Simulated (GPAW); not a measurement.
Entries from a set of simulations; values are calculated unless marked as measured.

**Quasiparticle gap of BAs (F-43m) in GPAW**

The structure is cubic, space group F-43m (No. 216). Conventional cell: a = 4.777 Å, b = 4.777 Å, c = 4.777 Å, α = 90.00°, β = 90.00°, γ = 90.00°. Nearest to B lie 4 As at 2.07 Å. Nearest to As lie 4 B at 2.07 Å. Farther neighbours are not listed.

```
method                               : DFT, PBE, plane waves, PAW (and 1 further level or step)
program                              : GPAW 26.7.0
settings of one run                  : cutoff 600 eV, GPAW PAW setups 1.2.1 data release, 6×6×6 k-mesh, nbands 153
cost                                 : 4 runs, 3 min in all on 4 MPI ranks of Intel Xeon Platinum 8259CL at 2.50GHz (Skylake/Cascade Lake), shared host (the runs of this entry)
notes                                : The cell and positions come from the Crystallography Open Database and are kept as given unless a step says otherwise. Limits: no spin-orbit coupling. Only 2 of the mesh’s irreducible points were corrected, so a valley elsewhere could overtake. Bands and cutoff are finite, so the gap is not at the basis limit. The miss can reach some tenths of an eV and take either sign; the mesh is an error of its own.
PBE gap                              : 1.20 eV, indirect
G0W0 gap on the mesh                 : 1.91 eV
G0W0 gap over the zone (rigid shift) : 1.82 eV
GW settings                          : 6×6×6 mesh, 143 bands, screening to 175 eV, Godby-Needs plasmon pole
known limits                         : not at the basis limit; no spin-orbit coupling
```

G0W0 moves the gap on the mesh from 1.28 eV to 1.91 eV (+0.62 eV), with Z of 0.80 and 0.81 at the edges. The mesh misses the band edges by 0.09 eV in all; a rigid shift gives 1.82 eV for the zone.

[Paths, hosts, dates, memory and timing lines, banners, echoed tables and standing remarks are left out of the program output.]

[Logs are printed without paths, hosts, clocks, repeated set-up lines and the standing remarks that a program may print on its own settings, such as how far it seeks lower states.]

[Runs of the session that timed out or met a known fault of the program may be left out.]

[Hosts, paths, dates, database ids (printed as entryN), source tags and the programs' standing remarks are cut or masked in the printed files.]
